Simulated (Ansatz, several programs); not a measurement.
A 2-atom cell of MgSe started from a crystallographic database, relaxed with r2SCAN in Ansatz (plane waves, PAW): it is cubic, Fm-3m (No. 225); a = 5.473 Å in the conventional setting, 20.49 Å³ an atom. Mg is surrounded by 6 Se at 2.74 Å; Se is surrounded by 6 Mg at 2.74 Å. The cell was then scaled with its shape and fractional coordinates held. Spin-unpolarised throughout; all numbers are computed.

```csv
V (Å³/atom),E (meV/atom)
19.258,17.02
19.872,4.06
20.487,0.00
21.716,13.73
```

**Question.** Pass a cubic E = c₀ + c₁u + c₂u² + c₃u³, with u = V − 20.333 Å³, through these points.

**Answer.** c₀ = 0.25, c₁ = -3.206, c₂ = 10.586, c₃ = -0.8806 (meV and Å³).

**Question.** Where is the minimum, and what bulk modulus follows?

**Answer.** dE/du = 0 at u = +0.154, so V₀ = 20.49 Å³. B = V₀ d²E/dV² = 20.49 × (2c₂ + 6c₃u) = 20.49 × 20.356 = 417 meV/Å³, and 1 meV/Å³ is 0.16022 GPa: 67 GPa. A third-order Birch-Murnaghan fit to all five points gives 20.49 Å³ and 66 GPa.

**Question.** Predict the energy and the pressure at the withheld volume, 21.102 Å³.

**Answer.** With u = +0.769: E ≈ 3.64 meV and P = −dE/dV ≈ -1.84 GPa. The run gives 3.59 meV and, from its stress, -1.83 GPa.
